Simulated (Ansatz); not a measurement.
**SiC (wurtzite): which axis gives way under pressure?**

Cell and atoms of wurtzite SiC are relaxed at set pressures, to see how each axis shrinks. The phase is followed to these pressures whether or not it stays the stable one.

Calculated with Ansatz 0.2.0, PBEsol, PAW files of the set soft_1, cutoff 600 eV, Fermi–Dirac smearing 0.02 eV, k-mesh 10×10×6, no spin polarisation, no spin-orbit coupling.

Reference cell, relaxed at zero pressure with PBEsol (P6_3mc): a = 3.0759 Å, b = 3.0759 Å, c = 5.0477 Å, α = 90.00°, β = 90.00°, γ = 120.00°.

```
atom       x       y       z
  Si  0.3333  0.6667  0.0009
  Si  0.6667  0.3333  0.5009
   C  0.6667  0.3333  0.1251
   C  0.3333  0.6667  0.6251
```

| P (GPa) | a (Å) | c (Å) | c/a |
| --- | --- | --- | --- |
| −4.00 | 3.0949 | 5.0795 | 1.6412 |
| 0.00 | 3.0759 | 5.0477 | 1.6410 |
| 5.00 | 3.0541 | 5.0111 | 1.6408 |
| 9.99 | 3.0341 | 4.9775 | 1.6405 |
| 15.00 | 3.0156 | 4.9461 | 1.6402 |
| 30.00 | 2.9670 | 4.8641 | 1.6394 |

**Question.** Give the linear compressibility of each axis at zero pressure, and the edges at 20.00 GPa, a row left out above.

Least squares with l = l0 + l1 P + l2 P² gives for a: l0 = 3.0762 Å, l1 = −4.492e−3 Å/GPa, l2 = 2.85e−5 Å/GPa², so β = −l1/l0 = 1.460 × 10⁻³ GPa⁻¹ and the withheld edge is 2.9977 Å. The run itself gives 2.9984 Å, so the estimate misses by 0.0007 Å, more than the largest misfit of the fitted rows (0.0004 Å).

Least squares with l = l0 + l1 P + l2 P² gives for c: l0 = 5.0481 Å, l1 = −7.542e−3 Å/GPa, l2 = 4.71e−5 Å/GPa², so β = −l1/l0 = 1.494 × 10⁻³ GPa⁻¹ and the withheld edge is 4.9161 Å. The run itself gives 4.9170 Å, so the estimate misses by 0.0009 Å, more than the largest misfit of the fitted rows (0.0005 Å).

The compressibilities add to the volume compressibility, 2β_a + β_c = 4.415 × 10⁻³ GPa⁻¹, or B0 ≈ 227 GPa; a parabola over so wide a range errs a few per cent to the stiff side. The axes shrink nearly alike.

[Logs are printed without paths, hosts, clocks, repeated set-up lines and the standing remarks that a program may print on its own settings, such as how far it seeks lower states.]
